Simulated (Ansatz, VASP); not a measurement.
One calculation of Cu4O, two programs

```
CELL_PARAMETERS angstrom
-2.53494 2.53494 2.53494
2.53494 -2.53494 2.53494
2.53494 2.53494 -2.53494
ATOMIC_POSITIONS crystal
Cu 0.00000 0.00000 0.53056
Cu 0.53056 0.00000 0.00000
Cu 0.00000 0.53056 0.00000
Cu 0.46944 0.46944 0.46944
O 0.00000 0.00000 0.00000
```

Change from the starting cell: species swapped into the H4C type (I-43m, No. 217).

Alike in both runs: functional PBE; k mesh 4 × 4 × 4; occupations gaussian, width 0.1 eV; collinear spin.

Ansatz relaxed the structure, and its values are those at the end. VASP's run is a single point on that final structure, the one shown.

```csv
,VASP,Ansatz
version,VASP 6.6.1,Ansatz 0.2.0
potentials or method,"VASP PAW PBE potentials, release 64 (Cu, O)","scalar-relativistic, plane waves, PAW"
plane-wave cutoff (eV),520,420
valence electrons in the cell,50,82
```

Ansatz gave:

| Item | Value |
| --- | --- |
| gap on the k mesh at the Fermi level (eV) | none |
| pressure (GPa) | 0.0 |
| rms of the force components (eV/Å) | 0.002 |
| net moment per atom (μB) | 0.00 |

Problem. Which values does VASP return?

Solution. gap on the k mesh at the Fermi level (eV): none; pressure (GPa): 0.3; rms of the force components (eV/Å): 0.015; net moment per atom (μB): 0.00.

A gap of «none» marks a metal or a gap that the smearing closes. The two sets of potentials don't hold the same shells in valence. Ansatz warned: «filled_band_counts_differ_across_k_points».

Caveats: the k mesh is coarse (spacing up to 0.44 Å⁻¹), so the values aren't converged; semilocal functionals often make such compounds metallic where correlation or magnetic order opens a gap, which also shifts bond lengths.
